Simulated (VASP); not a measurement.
# Ti2Si (Fm-3m) in VASP: relaxation of cell and atoms with PBE

Aim: the relaxation of cell and atoms of Ti2Si with PBE.

All numbers are computed with VASP 6.6.1; they aren't measurements. Logs are shortened: lines on timing, memory, paths and dates and some standing lists are left out, and cuts for length are marked.

**1. The crystal as given**

Symmetry: Fm-3m, No. 225, cubic system. The conventional cell has a = 5.228 Å, b = 5.228 Å, c = 5.228 Å, α = 90.00°, β = 90.00°, γ = 90.00°. Ti (site symmetry -43m) has 4 Si at 2.26 Å as nearest neighbours. Si (site symmetry m-3m) is surrounded by 8 Ti at 2.26 Å.

The cell was built by a generator and needn't be a form met in nature.

**2. Relaxation of cell and atoms, PBE**

Input file INCAR:

```
ALGO = Fast ; EDIFF = 1E-4
EDIFFG = -0.08 ; ENCUT = 520
GGA = PE ; IBRION = 2
ISIF = 3 ; ISMEAR = 0
LASPH = T ; LCHARG = F
LREAL = F ; LWAVE = F
NELM = 60 ; NSW = 24
PREC = Normal ; SIGMA = 0.15
```

Input file KPOINTS:

```
k-points
0
Gamma
  7 7 7
```

Input file POSCAR:

```
Ti2Si
1.0
    0.0000000000      2.6142374500      2.6142374500
    2.6142374500      0.0000000000      2.6142374500
    2.6142374500      2.6142374500      0.0000000000
Ti Si
2 1
Direct
    0.2500000000      0.2500000000      0.2500000000
    0.7500000000      0.7500000000      0.7500000000
    0.0000000000      0.0000000000      0.0000000000
```

Potentials or basis: VASP PAW PBE potentials, release 64 (Ti_sv, Si).

Command:

```sh
> cat potpaw_PBE.64/Ti_sv/POTCAR potpaw_PBE.64/Si/POTCAR > POTCAR
> mpirun -np 1 vasp_std > vasp.out
```

OUTCAR:

```text
EDIFF = 1E-4
   EDIFFG = -0.08
   ENCUT = 520
   GGA = PE
   IBRION = 2
   ISIF = 3
   ISMEAR = 0
   LASPH = T
   LREAL = F
   NELM = 60
   NSW = 24
   PREC = Normal

 ion  position               nearest neighbor table
   1  0.250  0.250  0.250-   3 2.26   3 2.26   3 2.26   3 2.26   2 2.61   2 2.61   2 2.61   2 2.61
                             2 2.61   2 2.61
   2  0.750  0.750  0.750-   3 2.26   3 2.26   3 2.26   3 2.26   1 2.61   1 2.61   1 2.61   1 2.61
                             1 2.61   1 2.61
   3  0.000  0.000  0.000-   2 2.26   2 2.26   2 2.26   1 2.26   2 2.26   1 2.26   1 2.26   1 2.26

  LATTYP: Found a face centered cubic cell.
 ALAT       =     5.2284749000

  Lattice vectors:

 A1 = (   0.0000000000,   2.6142374500,   2.6142374500)
 A2 = (   2.6142374500,   0.0000000000,   2.6142374500)
 A3 = (   2.6142374500,   2.6142374500,   0.0000000000)

Analysis of symmetry for initial positions (statically):
=====================================================================
 Subroutine PRICEL returns:
 Original cell was already a primitive cell.

 Routine SETGRP: Setting up the symmetry group for a
 face centered cubic supercell.

 Subroutine GETGRP returns: Found 48 space group operations
 (whereof 48 operations were pure point group operations)
 out of a pool of 48 trial point group operations.

The static configuration has the point symmetry O_h .

Analysis of symmetry for dynamics (positions and initial velocities):
=====================================================================
 Subroutine PRICEL returns:
 Original cell was already a primitive cell.

 Routine SETGRP: Setting up the symmetry group for a
 face centered cubic supercell.

 Subroutine GETGRP returns: Found 48 space group operations
 (whereof 48 operations were pure point group operations)
 out of a pool of 48 trial point group operations.

The dynamic configuration has the point symmetry O_h .

 Subroutine INISYM returns: Found 48 space group operations
 (whereof 48 operations are pure point group operations),
 and found     1 'primitive' translations

----------------------------------------------------------------------------------------

                                     Primitive cell

  volume of cell :      35.7326

  direct lattice vectors                    reciprocal lattice vectors
     0.000000000  2.614237450  2.614237450    -0.191260362  0.191260362  0.191260362
     2.614237450  0.000000000  2.614237450     0.191260362 -0.191260362  0.191260362
     2.614237450  2.614237450  0.000000000     0.191260362  0.191260362 -0.191260362

[... 43 lines left out ...]
  0.142857  0.000000  0.000000      8.000000
  0.285714  0.000000  0.000000      8.000000
  0.428571  0.000000  0.000000      8.000000
  0.142857  0.142857  0.000000      6.000000
  0.285714  0.142857  0.000000     24.000000
[... 12 lines left out ...]
 -0.428571  0.428571  0.142857     24.000000
 -0.285714  0.428571  0.142857     24.000000
   k-points           NKPTS =     20   k-points in BZ     NKDIM =     20   number of bands    NBANDS=     18
   number of dos      NEDOS =    301   number of ions     NIONS =      3
   total plane-waves  NPLWV =  13824
   dimension x,y,z NGX =    24 NGY =   24 NGZ =   24
   dimension x,y,z NGXF=    48 NGYF=   48 NGZF=   48
   ions per type =               2   1
   NGX,Y,Z   is equivalent  to a cutoff of  10.79, 10.79, 10.79 a.u.
   NGXF,Y,Z  is equivalent  to a cutoff of  21.58, 21.58, 21.58 a.u.
 SYSTEM =  unknown system
   PREC   = normal    normal or accurate (medium, high low for compatibility)
   ISTART =      0    job   : 0-new  1-cont  2-samecut
   ICHARG =      2    charge: 1-file 2-atom 10-const
   ISPIN  =      1    spin polarized calculation?
   LNONCOLLINEAR =      F non collinear calculations
   LSORBIT =      F    spin-orbit coupling
   LASPH  =      T    aspherical Exc in radial PAW
   ENCUT  =  520.0 eV  38.22 Ry    6.18 a.u.   6.87  6.87  6.87*2*pi/ulx,y,z
   NELM   =     60;   NELMIN=  2; NELMDL= -5     # of ELM steps
   EDIFF  = 0.1E-03   stopping-criterion for ELM
   LREAL  =      F    real-space projection
   EDIFFG = -.8E-01   stopping-criterion for IOM
   NSW    =     24    number of steps for IOM
   IBRION =      2    ionic relax: 0-MD 1-quasi-New 2-CG
   NFREE  =      1    steps in history (QN), initial steepest desc. (CG)
   ISIF   =      3    stress and relaxation
   ISYM   =      2    0-nonsym 1-usesym 2-fastsym
   POTIM  = 0.5000    time-step for ionic-motion
   TEBEG  =    0.0;   TEEND  =   0.0 temperature during run
   PSTRESS=    0.0 pullay stress
   NELECT =      28.0000    total number of electrons
   NUPDOWN=      -1.0000    fix difference up-down
   EMIN   =  10.00;   EMAX   =-10.00  energy-range for DOS
   EFERMI =   0.00;   METHOD = LEGACY
   ISMEAR =     0;   SIGMA  =   0.15  broadening in eV -4-tet -1-fermi 0-gaus
   EFERMI_NEDOS =   21; number of points for ismear=-14 and -15
   IALGO  =     68    algorithm
   IMIX   =      4    mixing-type and parameters
     AMIX     =   0.40;   BMIX     =  1.00
     AMIX_MAG =   1.60;   BMIX_MAG =  1.00
  volume/ion in A,a.u.               =      11.91        80.38
  Fermi-wavevector in a.u.,A,eV,Ry     =   1.509289  2.852143 30.993446  2.277954
  Thomas-Fermi vector in A             =   2.619631
   LORBIT       =      0    0 simple, 1 ext, 2 COOP (PROOUT), +10 PAW based schemes
   GGA     = PE    functional components
   LHFCALC =     F    Hartree Fock is set to
   AEXX    =    0.0000 exact exchange contribution
   IVDW    =     0    specifies the selected vdW correction
   LEPSILON=     F    determine dielectric tensor
   LRPA    =     F    only Hartree local field effects (RPA)
 conjugate gradient relaxation of ions
 non-spin polarized calculation
 RMM-DIIS sequential band-by-band and
 Gauss-broadening in eV      SIGMA  =   0.15
  energy-cutoff  :      520.00
  volume of cell :       35.73
 maximum number of plane-waves:       975
   NGX = 13   NGY = 13   NGZ = 13

--------------------------------------- Ionic step        1  -------------------------------------------

 number of electron      28.0000000 magnetization

 Free energy of the ion-electron system (eV)
  ---------------------------------------------------
  ext. energy  EPLUGINS =         0.00000000
  ---------------------------------------------------
  free energy    TOTEN  =       -18.23126985 eV

  energy without entropy =      -18.20077699  energy(sigma->0) =      -18.21602342

 E-fermi :  12.1223     XC(G=0): -12.7766

 val. band max:       12.0531037924   @ k =  -0.4286   0.4286   0.1429
 cond. band min:      12.1881007477   @ k =   0.4286   0.2857   0.0000
 fundamental gap:      0.1349969553
 Fermi energy:        12.1223223194
[... 1567 lines left out ...]
--------------------------------------- Ionic step        9  -------------------------------------------

 number of electron      27.9999976 magnetization

 Free energy of the ion-electron system (eV)
  ---------------------------------------------------
  ext. energy  EPLUGINS =         0.00000000
  ---------------------------------------------------
  free energy    TOTEN  =       -22.05327674 eV

  energy without entropy =      -22.00723414  energy(sigma->0) =      -22.03025544

 E-fermi :   7.6103     XC(G=0): -10.9117

 val. band max:        7.6072211251   @ k =  -0.2857   0.4286   0.1429
 cond. band min:       7.7098514699   @ k =  -0.4286   0.2857   0.0000
 fundamental gap:      0.1026303448
 Fermi energy:         7.6103210056
[... 448 lines left out ...]
  FREE ENERGIE OF THE ION-ELECTRON SYSTEM (eV)
  ---------------------------------------------------
  free  energy   TOTEN  =       -22.0532767431 eV

  energy  without entropy=      -22.0072341376  energy(sigma->0) =      -22.03025544

 reached required accuracy - stopping structural energy minimisation
```

OSZICAR:

```text
N       E                     dE             d eps       ncg     rms          rms(c)
DAV:   1     0.310504149469E+03    0.31050E+03   -0.14955E+04   720   0.192E+03
DAV:   2     0.152593090919E+02   -0.29524E+03   -0.29117E+03   722   0.525E+02
DAV:   3    -0.193153700211E+02   -0.34575E+02   -0.33813E+02  1388   0.148E+02
DAV:   4    -0.208570624829E+02   -0.15417E+01   -0.15327E+01   874   0.321E+01
[... 315 lines left out ...]
RMM:  12    -0.220526038748E+02   -0.28186E-03   -0.31873E-03   795   0.306E-01    0.671E-02
RMM:  13    -0.220529800160E+02   -0.37614E-03   -0.38347E-03   836   0.271E-01    0.109E-01
RMM:  14    -0.220530670318E+02   -0.87016E-04   -0.21102E-03   854   0.320E-01    0.189E-02
RMM:  15    -0.220532153204E+02   -0.14829E-03   -0.16283E-03   777   0.202E-01    0.186E-02
RMM:  16    -0.220532767431E+02   -0.61423E-04   -0.79465E-04   525   0.139E-01
   9 F= -.22053277E+02 E0= -.22030255E+02  d E =-.377834E+01
```

Wall time 98 s (1 thread of Intel Xeon 6975P-C (Granite Rapids), shared host); peak memory 0.14 GiB.

What came out:

```yaml
Free_energy: -22.0533 eV
Relaxed_volume: 17.62 Å³/atom
Relaxed_cell: a = 4.213 Å, b = 4.213 Å, c = 4.213 Å, α = 60.00°, β = 60.00°, γ = 60.00°
Space_group_after_relaxing_to_0.05_Å: Fm-3m (No. 225)
Energy_gained_by_relaxing: 1274.0 meV/atom
Ionic_steps: 9
Pressure_after_relaxing: 0.5 GPa
Band_gap_on_the_k_mesh: none (metal or under the smearing width)
```

Step by step:
```
step  energy change (eV)  largest force (eV/Å)  pressure (GPa)  volume (Å³)
   1              0.0000                0.0000           96.81        35.73
   2             82.7550                0.0000           64.31        87.37
   3            168.2403                0.0000         -140.70       487.07
   4              1.7307                0.0000          -20.40       103.64
   5              1.0732                0.0000          -20.05        99.01
   6              0.3236                0.0000          -20.56        93.07
   7             -0.0437                0.0000          -20.54        90.19
   8             -3.6527                0.0000           12.05        48.38
   9             -3.8220                0.0000            0.45        52.86
```

Final structure:
```
Ti Si
1.0
     0.00000    2.97872    2.97872
     2.97872    0.00000    2.97872
     2.97872    2.97872    0.00000
Ti Si
2 1
Direct
  0.25000 0.25000 0.25000
  0.75000 0.75000 0.75000
  0.00000 0.00000 0.00000
```

Levels at points of the mesh, in eV from the Fermi level:
| k point | band 10 | band 11 | band 12 | band 13 | band 14 | band 15 | band 16 | band 17 | band 18 |
| --- | --- | --- | --- | --- | --- | --- | --- | --- | --- |
| (0.00, 0.00, 0.00) | -2.77 | -2.77 | -2.77 | -1.15 | -1.15 | 2.40 | 2.40 | 2.40 | 3.84 |

Caveat: the volume moved by over 15 % at a fixed basis, so the end points are rough; the relaxation stopped at a loose force limit of 0.08 eV/Å, so its end isn't a converged minimum.
